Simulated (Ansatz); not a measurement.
# Ga2O3 (C2/m): the equilibrium volume, part 2 of 2

At what volume is Ga2O3 (C2/m) free of pressure?

Ansatz 0.2.0; DFT PBE, scalar-relativistic, plane waves, PAW. The steps go on from the part before.

## (3) Relaxing cell and atoms

File input.yaml:

```yaml
crystal:
  lattice:
    - [6.1402367086, -1.5237836756, 0.0]
    - [6.1402367086, 1.5237836756, 0.0]
    - [-1.3841308865, 0.0, 5.6503488592]
  atoms:
    - { symbol: Ga, position: [0.3411617, 0.3411617, 0.68526966] }
    - { symbol: Ga, position: [0.6588383, 0.6588383, 0.31473034] }
    - { symbol: Ga, position: [0.9095256, 0.9095256, 0.205214] }
    - { symbol: Ga, position: [0.0904744, 0.0904744, 0.794786] }
    - { symbol: O, position: [0.50353087, 0.50353087, 0.74333591] }
    - { symbol: O, position: [0.49646913, 0.49646913, 0.25666409] }
    - { symbol: O, position: [0.82662894, 0.82662894, 0.43676984] }
    - { symbol: O, position: [0.17337106, 0.17337106, 0.56323016] }
    - { symbol: O, position: [0.16450498, 0.16450498, 0.10915408] }
    - { symbol: O, position: [0.83549502, 0.83549502, 0.89084592] }
basis:
  ecutwfc: 420
kpoints:
  mp_grid: { grid: [8, 8, 4] }
hamiltonian:
  xc: pbe
scf:
  occupations: { method: gaussian, width: 0.02 }
output:
  forces: true
  stress: true
  eigenvalues: true
  write_density: true
  write_potential: true
  elf: true
  volumetric_format: npy
relax:
  adjacent_minimum: "off"
  f_tol: 0.005
  max_steps: 80
  cell: { stress_tol: 0.05 }
```

Launch:

```console
$ ansatz run input.yaml --threads 8 --pin off --max-ram 16384MiB --backend cpu --events-out ev --progress --plain --runs-dir out
```

The log of the run:

```text
Warning: RAYON_NUM_THREADS=8 ignored (pool sized by the plan → 8); use --threads N
basis.fft_grid_basis auto: the FFT boxes are laid along the combinations [[1, -1, 0], [0, 1, 0], [0, 0, 1]] of the cell's own vectors, 3.048, 6.326 and 5.817 Å long. The dense box has 24×45×40 points. Along the cell's own vectors, as sized, it would have 45×45×40, 1.88 times as many. Of the 4 symmetry operations that the crystal satisfies within crystal.symmetry.tolerance (time reversal apart; of a slab, those that keep its plane) the dense box along the cell's own vectors carries 4, and the one as laid loses 2 of those. basis.fft_grid_basis: typed keeps the cell's own vectors: state it where this run's energies or levels are differenced outside the engine with another run's, or held beside a run that keeps those vectors. Those combinations have planes normal to reciprocal vector 3, as the cell's own vectors have. Each planar average written beside output.write_density, output.write_potential has a row for each plane of the box: 40. The volumetric files lie along those combinations, not along the cell's own vectors: a cube or XSF file states them, and fields.json those of NumPy files.
Engine: ansatz 0.2.0, aarch64-unknown-linux-gnu
Pseudopotentials: kind: paw
Pseudopotential: Ga, paw, valence charge 13, recommended cutoff 420 eV (normal), Ga.paw.azcp
Pseudopotential: O, paw, valence charge 6, recommended cutoff 420 eV (normal), O.paw.azcp
Functional definition: PBE
  parameter kappa = 0.804
  parameter beta = 0.06672455060314922
  exchange = pbe_x(kappa = kappa, mu = beta*pi^2/3)
  correlation = pbe_c(beta = beta)
Crystal: 10 atoms, lattice volume = 105.734 Å³
Basis set: ecut = 420 eV, 2047 PW (Γ), FFT grids on a1−a2, a2, a3, exchange–correlation on 48×90×80 points (8 copies of the dense FFT grid, shifted against one another)
Bands: 54, of which v1, the nominal top of the filled ones, is band 44 counted from 1 (43 counted from 0)
Symmetry: 4 space group operations
Space group: C2/m (ITA 12), of the structure as read, at distance tolerance 4.7e-5 Å
k-points: 78 of 256
Non-local potential: Ga, projectors of the file, l = 0: 2, l = 1: 2, l = 2: 3, l = 3: 1
Non-local potential: O, projectors of the file, l = 0: 2, l = 1: 2, l = 2: 1
PAW form: soft (Blöchl's): semilocal exchange-correlation on the pseudo side does not see the compensation charge
PAW one-centre angular grid: Ga, 590 points (default); XC on 64 Gauss nodes
PAW one-centre angular grid: O, 110 points (default); XC on 64 Gauss nodes
Initial density: superposition of atomic densities (neutral atoms: chi_scale 0, normalization atom), corrected by the library's trained network
Initial wavefunctions: pseudopotential atomic-orbital guess
Functional: x = pbe(κ = 0.804, μ = 0.2195149727645171), c = pbe(β = 0.06672455060314922)
SCF iter   1: F=—  HF=-18540.039105 eV  |F-HF|=—  |Δ(HF+E_count)|=         —  Δρ=1.11e-3  dr2=4.12e-4  ethr=1.77e-3  ⟨swp⟩=6.2  Hψ=15519  notcnv=0  defer=8
preconditioner: auto → Resta (q_TF=auto, 2.646 Å⁻¹)  ε∞=4.7  [insulator: Δε(μ)=2.307 eV  Ē_g=17.727 eV  σ=0.020 eV  W_gap=1.00  n_scr=34 (ndim 8)  ℏωp=33.9 eV  f_vac=0.015  D(μ)=0.00/eV (n_scr^D=0)  ε∞_Penn≈4.7]
SCF iter   2: F=—  HF=-18540.040133 eV  |F-HF|=—  |Δ(HF+E_count)|=   1.03e-3  Δρ=5.88e-4  dr2=1.33e-4  ethr=4.68e-7  ⟨swp⟩=2.8  Hψ=8759  notcnv=0  defer=213
SCF iter   3: F=—  HF=-18540.040578 eV  |F-HF|=—  |Δ(HF+E_count)|=   4.45e-4  Δρ=2.21e-4  dr2=3.73e-5  ethr=1.51e-7  ⟨swp⟩=2.0  Hψ=7338  notcnv=0  defer=213
SCF iter   4: F=—  HF=-18540.040681 eV  |F-HF|=—  |Δ(HF+E_count)|=   1.04e-4  Δρ=6.22e-5  dr2=3.57e-6  ethr=4.23e-8  ⟨swp⟩=2.0  Hψ=6895  notcnv=0  defer=213
SCF iter   5: F=—  HF=-18540.040684 eV  |F-HF|=—  |Δ(HF+E_count)|=   2.76e-6  Δρ=2.85e-5  dr2=8.34e-7  ethr=4.06e-9  ⟨swp⟩=2.0  Hψ=6774  notcnv=0  defer=213
SCF iter   6: F=—  HF=-18540.040685 eV  |F-HF|=—  |Δ(HF+E_count)|=   3.55e-7  Δρ=1.45e-5  dr2=1.72e-7  ethr=9.48e-10  ⟨swp⟩=2.0  Hψ=7248  notcnv=0  defer=213
SCF iter   7: F=-18540.040685 eV  HF=-18540.040685 eV  |F-HF|=7.84e-9  |Δ(HF+E_count)|=   4.50e-8  Δρ=3.94e-6  dr2=1.05e-8  ethr=1.14e-10  ⟨swp⟩=12.9  Hψ=28025  notcnv=0
SCF 1 converged in 7 iterations: F = -18540.040685 eV  dr2 = 1.05e-8
relax step   1: F+E_penalty+E_count = -18540.04068463 eV  Δ(F+E_penalty+E_count) = +0.000e0 eV  max|allowed force component| = 1.519e-1 eV/Å  Δτ_max = 0.0000 Å  P = +6.744 GPa  Ω = 105.734 Å³  (7 SCF iters, dr2 threshold 1.00e-7 eV, accepted)
Crystal: 10 atoms, lattice volume = 107.975 Å³
Basis set: ecut = 420 eV, 2089 PW (Γ), FFT grids on a1−a2, a2, a3, exchange–correlation on 48×90×80 points (8 copies of the dense FFT grid, shifted against one another)
Initial density: handed on by an earlier stage of this run
Initial wavefunctions: those handed on with the density
iter 1 solved again at ethr=1.28e-5 eV; its pass at ethr=3.10e-3 eV (dr2=1.13e-2 eV) is discarded
SCF iter   1: F=—  HF=-18540.094778 eV  |F-HF|=—  |Δ(HF+E_count)|=         —  Δρ=3.93e-3  dr2=1.12e-2  ethr=1.28e-5  ⟨swp⟩=2.9  Hψ=19889  notcnv=0
preconditioner: auto → Resta (q_TF=auto, 2.637 Å⁻¹)  ε∞=4.7  [insulator: Δε(μ)=2.126 eV  Ē_g=17.531 eV  σ=0.020 eV  W_gap=1.00  n_scr=34 (ndim 8)  ℏωp=33.5 eV  f_vac=0.020  D(μ)=0.00/eV (n_scr^D=0)  ε∞_Penn≈4.7]
SCF iter   2: F=—  HF=-18540.091866 eV  |F-HF|=—  |Δ(HF+E_count)|=   2.91e-3  Δρ=1.37e-3  dr2=1.14e-3  ethr=1.27e-5  ⟨swp⟩=2.6  Hψ=8323  notcnv=0
SCF iter   3: F=—  HF=-18540.091836 eV  |F-HF|=—  |Δ(HF+E_count)|=   2.97e-5  Δρ=6.28e-4  dr2=3.31e-4  ethr=1.30e-6  ⟨swp⟩=1.0  Hψ=4212  notcnv=0
SCF iter   4: F=—  HF=-18540.092010 eV  |F-HF|=—  |Δ(HF+E_count)|=   1.74e-4  Δρ=1.68e-4  dr2=2.36e-5  ethr=3.76e-7  ⟨swp⟩=2.4  Hψ=7708  notcnv=0
SCF iter   5: F=—  HF=-18540.092019 eV  |F-HF|=—  |Δ(HF+E_count)|=   9.17e-6  Δρ=1.02e-4  dr2=8.76e-6  ethr=2.68e-8  ⟨swp⟩=2.0  Hψ=7594  notcnv=0
SCF iter   6: F=-18540.092019 eV  HF=-18540.092019 eV  |F-HF|=2.16e-7  |Δ(HF+E_count)|=   4.45e-7  Δρ=1.74e-5  dr2=2.66e-7  ethr=1.14e-9  ⟨swp⟩=8.3  Hψ=32264  notcnv=0
SCF 2 converged in 6 iterations: F = -18540.092019 eV  dr2 = 2.66e-7
relax step   2: F+E_penalty+E_count = -18540.09201899 eV  Δ(F+E_penalty+E_count) = -5.133e-2 eV  max|allowed force component| = 8.972e-2 eV/Å  Δτ_max = 0.0124 Å  P = +2.634 GPa  Ω = 107.975 Å³  energy of the carried Pulay correction = -1.063e-2 eV  (6 SCF iters, dr2 threshold 1.00e-6 eV, accepted)
Crystal: 10 atoms, lattice volume = 109.375 Å³
Basis set: ecut = 420 eV, 2133 PW (Γ), FFT grids on a1−a2, a2, a3, exchange–correlation on 48×90×80 points (8 copies of the dense FFT grid, shifted against one another)
iter 1 solved again at ethr=5.26e-6 eV; its pass at ethr=3.10e-3 eV (dr2=4.63e-3 eV) is discarded
SCF iter   1: F=—  HF=-18540.098923 eV  |F-HF|=—  |Δ(HF+E_count)|=         —  Δρ=2.39e-3  dr2=4.47e-3  ethr=5.26e-6  ⟨swp⟩=2.6  Hψ=19966  notcnv=0
preconditioner: auto → Resta (q_TF=auto, 2.631 Å⁻¹)  ε∞=4.6  [insulator: Δε(μ)=2.024 eV  Ē_g=17.434 eV  σ=0.020 eV  W_gap=1.00  n_scr=34 (ndim 8)  ℏωp=33.3 eV  f_vac=0.021  D(μ)=0.00/eV (n_scr^D=0)  ε∞_Penn≈4.6]
SCF iter   2: F=—  HF=-18540.097700 eV  |F-HF|=—  |Δ(HF+E_count)|=   1.22e-3  Δρ=7.34e-4  dr2=3.85e-4  ethr=5.08e-6  ⟨swp⟩=2.7  Hψ=8383  notcnv=0
SCF iter   3: F=—  HF=-18540.097829 eV  |F-HF|=—  |Δ(HF+E_count)|=   1.29e-4  Δρ=3.59e-4  dr2=1.24e-4  ethr=4.37e-7  ⟨swp⟩=1.0  Hψ=4212  notcnv=0
SCF iter   4: F=—  HF=-18540.097850 eV  |F-HF|=—  |Δ(HF+E_count)|=   2.15e-5  Δρ=8.22e-5  dr2=5.44e-6  ethr=1.41e-7  ⟨swp⟩=2.1  Hψ=7214  notcnv=0
SCF iter   5: F=—  HF=-18540.097855 eV  |F-HF|=—  |Δ(HF+E_count)|=   4.79e-6  Δρ=5.25e-5  dr2=2.33e-6  ethr=1.14e-9  ⟨swp⟩=11.3  Hψ=39363  notcnv=0
SCF iter   6: F=-18540.097854 eV  HF=-18540.097854 eV  |F-HF|=9.57e-8  |Δ(HF+E_count)|=   9.79e-7  Δρ=1.10e-5  dr2=9.39e-8  ethr=1.14e-9  ⟨swp⟩=10.0  Hψ=37732  notcnv=0
SCF 3 converged in 6 iterations: F = -18540.097854 eV  dr2 = 9.39e-8
relax step   3: F+E_penalty+E_count = -18540.09785424 eV  Δ(F+E_penalty+E_count) = -5.835e-3 eV  max|allowed force component| = 2.334e-2 eV/Å  Δτ_max = 0.0038 Å  P = +0.135 GPa  Ω = 109.375 Å³  energy of the carried Pulay correction = -1.716e-2 eV  (6 SCF iters, dr2 threshold 1.00e-6 eV, accepted)
[... 11 lines left out ...]
relax step   4: F+E_penalty+E_count = -18540.09772429 eV  Δ(F+E_penalty+E_count) = +1.299e-4 eV  max|allowed force component| = 1.605e-2 eV/Å  Δτ_max = 0.0032 Å  P = -0.019 GPa  Ω = 109.450 Å³  energy of the carried Pulay correction = -1.751e-2 eV  (6 SCF iters, dr2 threshold 1.96e-7 eV, accepted)
[... 10 lines left out ...]
relax step   5: F+E_penalty+E_count = -18540.09783291 eV  Δ(F+E_penalty+E_count) = -1.086e-4 eV  max|allowed force component| = 9.091e-3 eV/Å  Δτ_max = 0.0029 Å  P = +0.000 GPa  Ω = 109.440 Å³  energy of the carried Pulay correction = -1.746e-2 eV  (6 SCF iters, dr2 threshold 1.61e-8 eV, accepted)
[... 8 lines left out ...]
relax step   6: F+E_penalty+E_count = -18540.09784207 eV  Δ(F+E_penalty+E_count) = -9.162e-6 eV  max|allowed force component| = 1.634e-3 eV/Å  Δτ_max = 0.0009 Å  P = +0.001 GPa  Ω = 109.440 Å³  energy of the carried Pulay correction = -1.746e-2 eV  (5 SCF iters, dr2 threshold 5.17e-9 eV, accepted)
[... 12 lines left out ...]
relax step   7: F+E_penalty+E_count = -18540.11860536 eV  Δ(F+E_penalty+E_count) = -2.076e-2 eV  max|allowed force component| = 1.736e-3 eV/Å  Δτ_max = 0.0000 Å  P = +0.299 GPa  Ω = 109.440 Å³  stress off target by 3.22e-1 GPa  SCF on the basis re-selected at this cell (its energy is not comparable with the rows above)  (8 SCF iters)
[... 11 lines left out ...]
relax step   8: F+E_penalty+E_count = -18540.11788195 eV  Δ(F+E_penalty+E_count) = +7.234e-4 eV  max|allowed force component| = 1.453e-3 eV/Å  Δτ_max = 0.0023 Å  P = +0.011 GPa  Ω = 109.636 Å³  energy of the carried Pulay correction = -9.179e-4 eV  (5 SCF iters, dr2 threshold 2.60e-7 eV, accepted)
iter 1 solved again at ethr=5.19e-8 eV; its pass at ethr=3.10e-3 eV (dr2=4.57e-5 eV) is discarded
SCF iter   1: F=—  HF=-18540.118403 eV  |F-HF|=—  |Δ(HF+E_count)|=         —  Δρ=1.52e-4  dr2=6.66e-7  ethr=5.19e-8  ⟨swp⟩=3.0  Hψ=27477  notcnv=0
preconditioner: auto → Resta (q_TF=auto, 2.630 Å⁻¹)  ε∞=4.6  [insulator: Δε(μ)=2.017 eV  Ē_g=17.434 eV  σ=0.020 eV  W_gap=1.00  n_scr=34 (ndim 8)  ℏωp=33.3 eV  f_vac=0.020  D(μ)=0.00/eV (n_scr^D=0)  ε∞_Penn≈4.6]
SCF iter   2: F=—  HF=-18540.118759 eV  |F-HF|=—  |Δ(HF+E_count)|=   3.57e-4  Δρ=7.67e-5  dr2=1.76e-7  ethr=7.57e-10  ⟨swp⟩=2.0  Hψ=7582  notcnv=0
SCF iter   3: F=—  HF=-18540.118835 eV  |F-HF|=—  |Δ(HF+E_count)|=   7.57e-5  Δρ=1.38e-5  dr2=2.79e-8  ethr=2.00e-10  ⟨swp⟩=2.2  Hψ=6387  notcnv=0
SCF iter   4: F=—  HF=-18540.118837 eV  |F-HF|=—  |Δ(HF+E_count)|=   2.07e-6  Δρ=1.57e-6  dr2=1.30e-9  ethr=3.17e-11  ⟨swp⟩=2.0  Hψ=7233  notcnv=0
SCF iter   5: F=—  HF=-18540.118837 eV  |F-HF|=—  |Δ(HF+E_count)|=   1.37e-8  Δρ=6.61e-7  dr2=4.06e-10  ethr=1.48e-12  ⟨swp⟩=3.0  Hψ=8563  notcnv=0
SCF iter   6: F=-18540.118837 eV  HF=-18540.118837 eV  |F-HF|=5.09e-11  |Δ(HF+E_count)|=   2.22e-9  Δρ=1.62e-7  dr2=2.45e-11  ethr=1.00e-12  ⟨swp⟩=4.3  Hψ=20446  notcnv=0
SCF 9 converged in 6 iterations: F = -18540.118837 eV  dr2 = 2.45e-11
relax step   9: F+E_penalty+E_count = -18540.11883701 eV  Δ(F+E_penalty+E_count) = -9.551e-4 eV  max|allowed force component| = 1.553e-3 eV/Å  Δτ_max = 0.0000 Å  P = +0.018 GPa  Ω = 109.636 Å³  stress off target by 2.15e-2 GPa  SCF on the basis re-selected at this cell (its energy is not comparable with the rows above)  (6 SCF iters)
basis re-selected at this cell: Δ(F+E_penalty+E_count) = -9.551e-4 eV, ΔP = +0.006 GPa vs the last step (what re-selecting the basis moved, of the pressure what is left beyond the Pulay correction that the steps carried, after the strain that the cell walked since its last selection, with what the two solves' SCF thresholds leave and, on support functions, any second-order correction that the steps lacked; it is no measure of the basis error at this ecutwfc). This SCF's stress stands 2.15e-2 GPa from its target on what of the cell is left free (relax.cell.stress_tol is 5.00e-2 GPa) and its largest allowed force component is 1.55e-3 eV/Å (relax.f_tol is 5.00e-3 eV/Å): within both
SCF converged after 6 iterations
Free energy (F): -18540.118837 eV
Harris-Foulkes:  -18540.118837 eV  (|F-HF|=5.09e-11)
Internal energy: -18540.118837 eV  (E = F + TS)
E sigma→0 (E₀):  -18540.118837 eV
Fermi energy:    8.562706 eV
--- Per-component energies (eV) ---
  E_band       = -146.301917
  E_kinetic    = 1514.180265
  E_local      = -9271.193576  (includes V_loc(G=0)·N_el)
  E_nonlocal   = 2020.203991
  E_hartree    = 4150.798089
  E_xc         = -710.597740
  E_vxc        = -787.666371  (∫ρ·V_xc dr)
  E_paw        = -8942.046213  (= ΣΔE_a)
  E_vpaw       = -1923.437032  (= ΣTr[D̂ρ^β])
  E_aug_tail   = 0.014301  (compensation charges beyond the density's cutoff)
  E_ewald      = -7301.477953
  E_smearing   = -0.000000  (= −TS)
  E_closure    = -0.000000  (closes the sum)
  Σ components = -18540.118837   (vs F -18540.118837, Δ=0.00e0)
--- Forces (eV/Å), atoms counted from 1 ---
  atom   1  Ga     0.00083266    -0.00000000     0.00095603
  atom   2  Ga    -0.00083266     0.00000000    -0.00095603
  atom   3  Ga     0.00155287    -0.00000000     0.00017301
  atom   4  Ga    -0.00155287     0.00000000    -0.00017301
  atom   5  O      0.00083798    -0.00000000     0.00012228
  atom   6  O     -0.00083798     0.00000000    -0.00012228
  atom   7  O     -0.00043731    -0.00000000    -0.00056228
  atom   8  O      0.00043731     0.00000000     0.00056228
  atom   9  O      0.00028625    -0.00000000    -0.00002478
  atom  10  O     -0.00028625     0.00000000     0.00002478
  max |Σ_I F_I| component: 1.63e-19 eV/Å
--- Stress (GPa, compression-positive) ---
        0.021440       0.000000      -0.000642
        0.000000       0.018596      -0.000000
       -0.000642      -0.000000       0.013659
  P = ⅓ Tr σ = 0.0179 GPa (0.179 kbar)
--- Band table (eV; the first three rows and the last of 78) ---
  k-point 0: bands = ["-11.0492", "-10.0012", "-9.9725", "-9.8696", "-9.4253", "-9.4233", "-5.4228", "-5.3941", "-5.3895", "-5.3320", "-5.2421", "-5.2418", "-5.2266", "-5.2259", "-5.1668", "-5.0610", "-5.0489", "-5.0455", "-5.0273", "-5.0131", "-5.0063", "-4.9691", "-4.9578", "-4.8423", "-4.7145", "-4.6449", "0.7459", "1.7813", "2.8641", "3.5615", "4.1810", "4.9778", "5.1100", "5.4228", "5.6421", "5.6994", "5.9660", "6.0138", "6.5850", "6.8624", "6.9029", "7.0935", "7.2735", "7.5385", "9.5712", "12.9342", "13.8530", "14.0269", "15.1169", "15.9736", "16.5577", "16.7764", "18.5479", "19.5826"]
  k-point 1: bands = ["-10.9484", "-10.1750", "-9.9883", "-9.7874", "-9.4865", "-9.3877", "-5.4081", "-5.3959", "-5.3910", "-5.3298", "-5.3101", "-5.2526", "-5.2289", "-5.2080", "-5.1643", "-5.0659", "-5.0633", "-5.0618", "-5.0524", "-5.0176", "-5.0045", "-4.9560", "-4.9500", "-4.8069", "-4.8012", "-4.4914", "1.0045", "2.0601", "2.5988", "3.5719", "4.3047", "5.0006", "5.2005", "5.3106", "5.5676", "5.6039", "5.7881", "5.9908", "6.3463", "6.6862", "6.9178", "6.9659", "7.1291", "7.2950", "10.5261", "13.0858", "13.6085", "14.1920", "14.9385", "15.8249", "16.6070", "17.0411", "18.9697", "19.4733"]
  k-point 2: bands = ["-10.7881", "-10.3873", "-9.9971", "-9.7229", "-9.5125", "-9.3975", "-5.3969", "-5.3930", "-5.3817", "-5.3671", "-5.3122", "-5.3053", "-5.2133", "-5.1849", "-5.1675", "-5.0849", "-5.0831", "-5.0723", "-5.0433", "-5.0342", "-5.0032", "-4.9548", "-4.9182", "-4.8534", "-4.7773", "-4.4027", "1.5705", "1.8346", "2.7134", "3.4297", "4.3733", "4.9141", "5.1100", "5.3565", "5.6002", "5.6049", "5.7059", "6.0292", "6.0561", "6.1921", "6.9298", "6.9659", "7.0263", "7.2618", "11.9219", "12.1143", "13.8522", "14.3865", "15.0725", "15.1958", "17.1653", "17.1842", "18.8416", "18.9054"]
  k-point 77: bands = ["-10.6688", "-10.3048", "-10.1463", "-9.8386", "-9.5521", "-9.3364", "-5.4070", "-5.4012", "-5.4001", "-5.3802", "-5.3281", "-5.3252", "-5.2225", "-5.2072", "-5.1820", "-5.1679", "-5.0844", "-5.0830", "-5.0618", "-5.0552", "-5.0014", "-4.9787", "-4.9532", "-4.9013", "-4.4253", "-4.2802", "2.0233", "2.2722", "2.4606", "2.9647", "4.0808", "4.5393", "4.7623", "4.9932", "5.2055", "5.4966", "5.7685", "6.3482", "6.6427", "6.8554", "6.9236", "6.9246", "6.9756", "7.5492", "12.3176", "12.5429", "13.3835", "13.6666", "14.3743", "15.0213", "17.0659", "17.4437", "18.9552", "19.3042"]
--- Relaxed structure (7 steps of the walk, 7 accepted, 2 SCFs on fresh bases) ---
  F+E_penalty+E_count = -18540.11883701 eV   max|allowed force component| = 1.553e-3 eV/Å   (the final SCF, on the basis selected at the relaxed cell)
  cell:  # Å, volume = 109.6365 Å³
    - [6.227064013847524, -1.541633370117615, 0.006229326395513013]
    - [6.227064013847524, 1.541633370117615, 0.006229326395513013]
    - [-1.3979711489728073, 7.990840549814922e-35, 5.708922851368985]
  atoms:
    - { symbol: Ga, position: [0.34149685735506863, 0.34149685735506863, 0.6858235542040314] }
    - { symbol: Ga, position: [0.6585031426449314, 0.6585031426449314, 0.31417644579596865] }
    - { symbol: Ga, position: [0.9100739588483148, 0.9100739588483148, 0.2052722589195062] }
    - { symbol: Ga, position: [0.08992604115168513, 0.08992604115168513, 0.7947277410804938] }
    - { symbol: O, position: [0.5039749255859378, 0.5039749255859378, 0.7433111730090889] }
    - { symbol: O, position: [0.49602507441406213, 0.49602507441406213, 0.25668882699091117] }
    - { symbol: O, position: [0.8263039782127907, 0.8263039782127907, 0.43566350875394066] }
    - { symbol: O, position: [0.1736960217872094, 0.1736960217872094, 0.5643364912460593] }
    - { symbol: O, position: [0.16350850727802388, 0.16350850727802388, 0.1092008535646018] }
    - { symbol: O, position: [0.836491492721976, 0.836491492721976, 0.8907991464353983] }
```

Wall time 45 s (8 threads of Arm Neoverse V1, shared host); peak memory 0.82 GiB.

How the relaxation went:

| step | energy from step 1 (meV/atom) | largest force component (eV/Å) | pressure (GPa) | volume (Å³/atom) |
| --- | --- | --- | --- | --- |
| 1 | 0.0 | 0.152 | 6.74 | 10.573 |
| 2 | -5.1 | 0.090 | 2.63 | 10.798 |
| 3 | -5.7 | 0.023 | 0.14 | 10.937 |
| 4 | -5.7 | 0.016 | -0.02 | 10.945 |
| 5 | -5.7 | 0.009 | 0.00 | 10.944 |
| 6 | -5.7 | 0.002 | 0.00 | 10.944 |
| 7 | -7.8 | 0.002 | 0.30 | 10.944 |
| 8 | -7.7 | 0.001 | 0.01 | 10.964 |
| 9 | -7.8 | 0.002 | 0.02 | 10.964 |

Step 1 is the start. Step 7 repeats a cell on a basis chosen anew, so the energy can jump there without a move. Step 9 repeats the geometry before it on a plane-wave basis chosen anew for the final cell, which shifts the energy by -0.1 meV/atom. The run keeps the 4 symmetry operations that it found, so it can't reach a distortion that breaks them.

Read off: volume 10.964 Å³/atom, pressure 0.02 GPa, gap on the mesh 2.02 eV.

## (4) The cell, before and after

The cell before and after:

| cell as typed | before | after | change |
| --- | --- | --- | --- |
| a (Å) | 6.326 | 6.415 | +1.4 % |
| b (Å) | 6.326 | 6.415 | +1.4 % |
| c (Å) | 5.817 | 5.878 | +1.0 % |
| α (°) | 103.35 | 103.29 | -0.06° |
| β (°) | 103.35 | 103.29 | -0.06° |
| γ (°) | 27.87 | 27.81 | -0.06° |
| volume (Å³/atom) | 10.573 | 10.964 | +3.7 % |
| shortest distance (Å) | 1.838 | 1.858 | +1.1 % |
| space group | C2/m | C2/m | same |

## (5) Summary of results

This closing draws on all 2 parts. Changes of volume or cell count from the first structure of part 1.

```
         quantity                                                                        value
           volume                                                               10.964 Å³/atom
         pressure                                                                     0.02 GPa
conventional cell  a = 12.454 Å, b = 3.083 Å, c = 5.878 Å, α = 90.00°, β = 103.70°, γ = 90.00°
  gap on the mesh                                                                      2.02 eV
```

What this shows: From the first run shown, the volume went from 10.57 to 10.96 Å³/atom (+3.7 %) in 2 runs, where the pressure is zero within 0.02 GPa.

The gaps are Kohn-Sham values of a semilocal functional, not quasiparticle or optical gaps. Such gaps usually fall short of the measured ones.
